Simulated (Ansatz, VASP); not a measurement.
## SiC in VASP and in Ansatz

File POSCAR:

```
SiC
1.0
    0.0000000000      2.1236913609      2.2870522348
    2.1236913609      0.0000000000      2.2870522348
    2.1236913609      2.1236913609      0.0000000000
Si C
1 1
Direct
    0.0000000000      0.0000000000      0.0000000000
    0.7500000000      0.7500000000      0.7500000000
```

Contents of INCAR.step1:

```
SYSTEM = SiC
ALGO = Normal
EDIFF = 1E-4
ENCUT = 520
GGA = PE
ISMEAR = 0
LASPH = .True.
LCHARG = .False.
LREAL = .False.
LWAVE = .True.
NBANDS = 11
NELM = 100
PREC = Accurate
SIGMA = 0.05
```

File INCAR.step2:

```
SYSTEM = SiC
ALGO = Normal
EDIFF = 1E-6
ENCUT = 520
ISIF = 2
ISMEAR = 0
ISTART = 1
LASPH = .True.
LCHARG = .False.
LMIXTAU = .True.
LREAL = .False.
LWAVE = .False.
METAGGA = R2SCAN
NBANDS = 11
NELM = 100
PREC = Accurate
SIGMA = 0.05
```

The input KPOINTS:

```
k-points
0
Gamma
  10 10 10
  0 0 0
```

Input for Ansatz:

```yaml
crystal:
  lattice:
    - [0.0, 2.1236913609, 2.2870522348]
    - [2.1236913609, 0.0, 2.2870522348]
    - [2.1236913609, 2.1236913609, 0.0]
  atoms:
    - { symbol: Si, position: [0.0, 0.0, 0.0] }
    - { symbol: C, position: [0.75, 0.75, 0.75] }
basis:
  ecutwfc: 500
kpoints:
  mp_grid: { grid: [10, 10, 10] }
hamiltonian:
  xc: r2scan
scf:
  occupations: { method: gaussian, width: 0.05 }
output:
  forces: true
  stress: true
  eigenvalues: true
```

Change from the starting cell: strain -0.025 along x and y, +0.050 along z, atoms carried along.

Alike in both runs: task single point; functional r2SCAN; k mesh 10 × 10 × 10; occupations gaussian, width 0.05 eV; no spin polarisation.

```csv
,VASP,Ansatz
version,VASP 6.6.1,Ansatz 0.2.0
potentials or method,"VASP PAW PBE potentials, release 64 (Si, C)","scalar-relativistic, plane waves, PAW"
plane-wave cutoff (eV),520,500
valence electrons in the cell,8,8
```

VASP gave:

| Property | Result |
| --- | --- |
| gap on the k mesh at the Fermi level (eV) | 1.31 |
| least direct gap on the mesh (eV) | 4.99 |
| pressure (GPa) | -0.1 |
| largest component of the traceless stress (GPa) | 16.07 |

Question: Which values does Ansatz return?

Answer: gap on the k mesh at the Fermi level (eV): 1.30; least direct gap on the mesh (eV): 4.98; pressure (GPa): 0.1; largest component of the traceless stress (GPa): 16.01.

Caveats: the PAW data sets were made with another functional, which shifts forces and pressure a little (VASP). A k mesh can miss the band edges.
